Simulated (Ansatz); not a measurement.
This Ansatz input for BN was spoiled on purpose:

```yaml
crystal:
  lattice:
    - [2.512180781189, 0.0, 0.0]
    - [-1.256090390595, 2.175612375409, 0.0]
    - [0.0, 0.0, 8.3870044136]
  atoms:
    - { symbol: B, position: [0.3333333333333, 0.6666666666667, 0.25] }
    - { symbol: B, position: [0.6666666666667, 0.3333333333333, 0.75] }
    - { symbol: "N", position: [0.3333333333333, 0.6666666666667, 0.75] }
    - { symbol: "N", position: [0.6666666666667, 0.3333333333333, 0.25] }
basis:
  ecutwfc: 420
  ecutrho_ratio: 4
kpoints:
  mp_grids: { grid: [16, 16, 4] }
hamiltonian:
  xc: pbe
scf:
  occupations: { method: gaussian, width: 0.05 }
  max_iter: 50
output:
  forces: true
  stress: true
```

Launched as:
```sh
ansatz run input.yaml --threads 2 --pin off --max-ram 2662MiB --backend cpu --events-out ev --progress --plain --runs-dir out
```

**Question.** What is wrong with it?

**Answer.** A misspelt key. Against the sound input: kpoints.mp_grid: "mp_grid" → "mp_grids" (the cap on iterations is only a precaution).

What the program printed:

```
Error: YAML parse error: error: line 15 column 3: unknown field `mp_grids`, expected one of mp_grid, list, band_path, initial_grid, further_shifts
  --> <input>:15:3
   |
```

The input was refused before any iteration. It ran for 0.02 s on 2 threads of Arm Neoverse V2, with other jobs on the host, peak memory 0.021 GiB. The run before the change (PBE, 420 eV, 16×16×4 mesh) gave:

| run | P (GPa) | gap on the mesh (eV) | cell moment (μB) | largest force component (eV/Å) |
| --- | --- | --- | --- | --- |
| sound | 0.0 | 4.42 | – | 0.000 |

The chain of runs began from a cell as deposited in COD, expanded in volume. The relaxation kept the space group but changed the cell's proportions, one axis by 16 % at equal volume, so the results may not describe the measured structure. The database's entry of this formula in the relaxed cell's space group, P6_3/mmc, has axes of 2.540 × 2.540 × 6.598 Å and 9.22 Å³/atom (2007), the relaxed one 2.512 × 2.512 × 8.387 Å and 11.46.

Of that run: Kohn–Sham gaps of semilocal functionals lie under measured ones, often by a third or more. The structure is built of weakly bound layers, and this functional has no dispersion term, so their spacing and all that hangs on it (volume, the soft elastic constants, low modes, dielectric constants) are poorly given.
